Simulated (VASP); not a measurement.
# TiAl (Pmmm) in VASP: single point with PBEsol

Aim: the single point of TiAl with PBEsol.

All numbers are computed with VASP 6.6.1; they aren't measurements. Logs are shortened: lines on timing, memory, paths and dates and some standing lists are left out, and cuts for length are marked.

## 1. The cell of the first run

The structure is orthorhombic, space group Pmmm (No. 47). Conventional cell: a = 2.809 Å, b = 2.925 Å, c = 3.156 Å, α = 90.00°, β = 90.00°, γ = 90.00°. Ti (site symmetry mmm) has 8 Al at 2.57 Å and 4 Ti at 2.81 to 2.93 Å as nearest neighbours. Al (site symmetry mmm) has 8 Ti at 2.57 Å and 4 Al at 2.81 to 2.93 Å as nearest neighbours.

The cell comes from a database or a generator and needn't be the stable form of this composition.

## 2. Single point, PBEsol (normal strain along x -0.1100, normal strain along y -0.0733)

INCAR

```
  PREC = Accurate
  ENCUT = 520
  EDIFF = 1E-6
  ISMEAR = 0
  SIGMA = 0.15
  LREAL = False
  LASPH = True
  NELM = 100
  ALGO = Fast
  ISIF = 2
  LWAVE = False
  LCHARG = False
  GGA = PS
  NBANDS = 14
```

KPOINTS

```
regular mesh
0
Gamma
  14 14 14
```

POSCAR

```
TiAl
1.0
    2.8091745961      0.0000000000      0.0000000000
    0.0000000000      2.9250135935      0.0000000000
    0.0000000000      0.0000000000      3.1563759507
Ti Al
1 1
Direct
    0.0000000000      0.0000000000      0.0000000000
    0.5000000000      0.5000000000      0.5000000000
```

Potentials or basis: VASP PAW PBE potentials, release 64 (Ti_sv, Al).

On the command line:

```
$ cat potpaw_PBE.64/Ti_sv/POTCAR potpaw_PBE.64/Al/POTCAR > POTCAR
$ mpirun -np 1 vasp_std > vasp.out
```

OUTCAR:

```text
PREC = Accurate
   ENCUT = 520
   EDIFF = 1E-6
   ISMEAR = 0
   LREAL = False
   LASPH = True
   NELM = 100
   ISIF = 2
   GGA = PS

 ion  position               nearest neighbor table
   1  0.000  0.000  0.000-   2 2.57   2 2.57   2 2.57   2 2.57   2 2.57   2 2.57   2 2.57   2 2.57

   2  0.500  0.500  0.500-   1 2.57   1 2.57   1 2.57   1 2.57   1 2.57   1 2.57   1 2.57   1 2.57

  LATTYP: Found a simple orthorhombic cell.
 ALAT       =     2.8091745961
 B/A-ratio  =     1.0412359551
 C/A-ratio  =     1.1235955056

  Lattice vectors:

 A1 = (   2.8091745961,   0.0000000000,   0.0000000000)
 A2 = (   0.0000000000,   2.9250135935,   0.0000000000)
 A3 = (   0.0000000000,   0.0000000000,   3.1563759507)

Analysis of symmetry for initial positions (statically):
=====================================================================
 Subroutine PRICEL returns:
 Original cell was already a primitive cell.

 Routine SETGRP: Setting up the symmetry group for a
 simple orthorhombic supercell.

 Subroutine GETGRP returns: Found  8 space group operations
 (whereof  8 operations were pure point group operations)
 out of a pool of  8 trial point group operations.

The static configuration has the point symmetry D_2h.

Analysis of symmetry for dynamics (positions and initial velocities):
=====================================================================
 Subroutine PRICEL returns:
 Original cell was already a primitive cell.

 Routine SETGRP: Setting up the symmetry group for a
 simple orthorhombic supercell.

 Subroutine GETGRP returns: Found  8 space group operations
 (whereof  8 operations were pure point group operations)
 out of a pool of  8 trial point group operations.

The dynamic configuration has the point symmetry D_2h.

 Subroutine INISYM returns: Found  8 space group operations
 (whereof  8 operations are pure point group operations),
 and found     1 'primitive' translations

----------------------------------------------------------------------------------------

                                     Primitive cell

  volume of cell :      25.9355

  direct lattice vectors                    reciprocal lattice vectors
     2.809174596  0.000000000  0.000000000     0.355976450  0.000000000  0.000000000
     0.000000000  2.925013594  0.000000000     0.000000000  0.341878753  0.000000000
     0.000000000  0.000000000  3.156375951     0.000000000  0.000000000  0.316819040

  length of vectors
[... 94 lines left out ...]
   NUPDOWN=      -1.0000    fix difference up-down
   EMIN   =  10.00;   EMAX   =-10.00  energy-range for DOS
   EFERMI =   0.00;   METHOD = LEGACY
   ISMEAR =     0;   SIGMA  =   0.15  broadening in eV -4-tet -1-fermi 0-gaus
   EFERMI_NEDOS =   21; number of points for ismear=-14 and -15
   IALGO  =     68    algorithm
   IMIX   =      4    mixing-type and parameters
     AMIX     =   0.40;   BMIX     =  1.00
     AMIX_MAG =   1.60;   BMIX_MAG =  1.00
  volume/ion in A,a.u.               =      12.97        87.51
  Fermi-wavevector in a.u.,A,eV,Ry     =   1.363976  2.577541 25.312703  1.860431
  Thomas-Fermi vector in A             =   2.490332
   LORBIT       =      0    0 simple, 1 ext, 2 COOP (PROOUT), +10 PAW based schemes
   GGA     = PS    functional components
   LHFCALC =     F    Hartree Fock is set to
   AEXX    =    0.0000 exact exchange contribution
   IVDW    =     0    specifies the selected vdW correction
   LEPSILON=     F    determine dielectric tensor
   LRPA    =     F    only Hartree local field effects (RPA)
 non-spin polarized calculation
 RMM-DIIS sequential band-by-band and
 Gauss-broadening in eV      SIGMA  =   0.15
  energy-cutoff  :      520.00
  volume of cell :       25.94
 maximum number of plane-waves:       720
 NGX is ok and might be reduce to    24
   NGX = 11   NGY = 11   NGZ = 11

 number of electron      14.9999996 magnetization

 Free energy of the ion-electron system (eV)
  ---------------------------------------------------
  ext. energy  EPLUGINS =         0.00000000
  ---------------------------------------------------
  free energy    TOTEN  =       -12.52663940 eV

  energy without entropy =      -12.50462517  energy(sigma->0) =      -12.51563229

 E-fermi :  11.0231     XC(G=0): -12.1527

 val. band max:       11.0228804997   @ k =   0.4286   0.2143   0.1429
 cond. band min:      11.0231542055   @ k =   0.2143   0.3571   0.0000
 fundamental gap:      0.0002737058
 Fermi energy:        11.0230677664

 k-point     1 :       0.0000    0.0000    0.0000
  band No.  band energies     occupation
      1     -45.0977      2.00000
      2     -21.4863      2.00000
      3     -21.3393      2.00000
      4     -21.2287      2.00000
      5       0.9177      2.00000
      6       8.8969      2.00000
      7       9.2688      2.00000
      8      13.1279      0.00000
      9      13.4577      0.00000
     10      13.8864      0.00000
     11      14.8509      0.00000
     12      17.0878      0.00000
     13      18.4679      0.00000
     14      21.0016      0.00000
[... 377 lines left out ...]
      1     -45.0209      2.00000
      2     -21.7843      2.00000
      3     -21.4174      2.00000
      4     -21.3570      2.00000
      5       5.6002      2.00000
      6       5.8407      2.00000
      7      10.5767      1.99997
      8      10.6650      1.99926
      9      10.9907      1.23993
     10      13.0064      0.00000
     11      15.7594      0.00000
     12      18.3677      0.00000
     13      20.4514      0.00000
     14      21.2217      0.00000

 [... further k-points ...]

------------------------ aborting loop because EDIFF is reached ----------------------------------------

  FORCE on cell =-STRESS in cart. coord.  units (eV):
  Direction    XX          YY          ZZ          XY          YZ          ZX
  --------------------------------------------------------------------------------------
  -------------------------------------------------------------------------------------
  Total        5.2533552      4.7614086      6.2219503      0.0000000      0.0000000      0.0000000
  in kB      324.5278688    294.1376958    384.3631737      0.0000000      0.0000000      0.0000000
  external PRESSURE =     334.3429128 kB  Pullay stress =       0.0000000 kB

 VOLUME and BASIS-vectors are now :
 -----------------------------------------------------------------------------
  energy-cutoff  :      520.00
  volume of cell :       25.94
      direct lattice vectors                 reciprocal lattice vectors
     2.809174596  0.000000000  0.000000000     0.355976450  0.000000000  0.000000000
     0.000000000  2.925013594  0.000000000     0.000000000  0.341878753  0.000000000
     0.000000000  0.000000000  3.156375951     0.000000000  0.000000000  0.316819040

 POSITION                                       TOTAL-FORCE (eV/Angst)
 -----------------------------------------------------------------------------------
      0.00000      0.00000      0.00000         0.000000      0.000000      0.000000
      1.40459      1.46251      1.57819         0.000000      0.000000      0.000000
 -----------------------------------------------------------------------------------
    total drift:                                0.000000      0.000000      0.000000

  FREE ENERGIE OF THE ION-ELECTRON SYSTEM (eV)
  ---------------------------------------------------
  free  energy   TOTEN  =       -12.5266394047 eV

  energy  without entropy=      -12.5046251660  energy(sigma->0) =      -12.51563229
```

OSZICAR:

```text
N       E                     dE             d eps       ncg     rms          rms(c)
DAV:   1     0.103001010931E+03    0.10300E+03   -0.71833E+03 14362   0.114E+03
DAV:   2    -0.848702158029E+01   -0.11149E+03   -0.10690E+03 14756   0.310E+02
DAV:   3    -0.137885851869E+02   -0.53016E+01   -0.51555E+01 21252   0.654E+01
[... 14 lines left out ...]
RMM:  18    -0.125266317442E+02   -0.65986E-05   -0.72884E-05 20228   0.469E-02    0.122E-02
RMM:  19    -0.125266350842E+02   -0.33400E-05   -0.28491E-05 18061   0.270E-02    0.710E-03
RMM:  20    -0.125266372931E+02   -0.22089E-05   -0.25358E-05 17815   0.265E-02    0.760E-03
RMM:  21    -0.125266384870E+02   -0.11939E-05   -0.11298E-05 15078   0.156E-02    0.483E-03
RMM:  22    -0.125266394047E+02   -0.91772E-06   -0.94638E-06 13018   0.118E-02
   1 F= -.12526639E+02 E0= -.12515632E+02  d E =-.220142E-01
```

Run time: 1.9 min. Hardware: 1 thread of Intel Xeon Platinum 8488C (Sapphire Rapids), shared host; peak memory 0.3 GiB.

What came out:

```
Free energy            : -12.5266 eV
Pressure               : 33.4 GPa
Band gap on the k mesh : none (metal or under the smearing width)
```

Stress tensor (GPa, compression positive):
```
32.45  0.00  0.00
 0.00 29.41  0.00
 0.00  0.00 38.44
```

Levels at points of the mesh, in eV from the Fermi level:
| k point | band 4 | band 5 | band 6 | band 7 | band 8 | band 9 | band 10 | band 11 | band 12 | band 13 |
| --- | --- | --- | --- | --- | --- | --- | --- | --- | --- | --- |
| (0.00, 0.00, 0.00) | -32.25 | -10.11 | -2.13 | -1.75 | 2.10 | 2.43 | 2.86 | 3.83 | 6.06 | 7.44 |
| (0.50, 0.00, 0.00) | -32.31 | -5.59 | -5.50 | -0.58 | -0.56 | 0.47 | 2.54 | 4.86 | 6.72 | 9.16 |
| (0.00, 0.50, 0.00) | -32.22 | -5.99 | -5.70 | -0.73 | -0.61 | 1.05 | 2.75 | 4.30 | 6.62 | 9.15 |
| (0.50, 0.50, 0.00) | -32.41 | -5.15 | -1.72 | -1.55 | -1.40 | 0.21 | 0.36 | 4.10 | 6.99 | 7.04 |
| (0.00, 0.00, 0.50) | -32.24 | -6.80 | -5.80 | -0.90 | 0.42 | 1.03 | 3.03 | 3.16 | 6.95 | 11.08 |
| (0.50, 0.00, 0.50) | -32.29 | -5.59 | -2.39 | -1.63 | -1.53 | 0.87 | 1.19 | 3.42 | 6.51 | 6.68 |
| (0.00, 0.50, 0.50) | -32.20 | -5.87 | -2.50 | -1.94 | -1.73 | 1.38 | 1.55 | 3.31 | 5.83 | 6.51 |
| (0.50, 0.50, 0.50) | -32.59 | -3.71 | -3.67 | -3.65 | 2.21 | 3.31 | 3.48 | 3.87 | 4.18 | 4.20 |

Caveat: so large a pressure means that the cell lies far from this level's equilibrium, or that cutoff or potentials fall short; the potentials were made for another functional, which shifts forces and pressure.
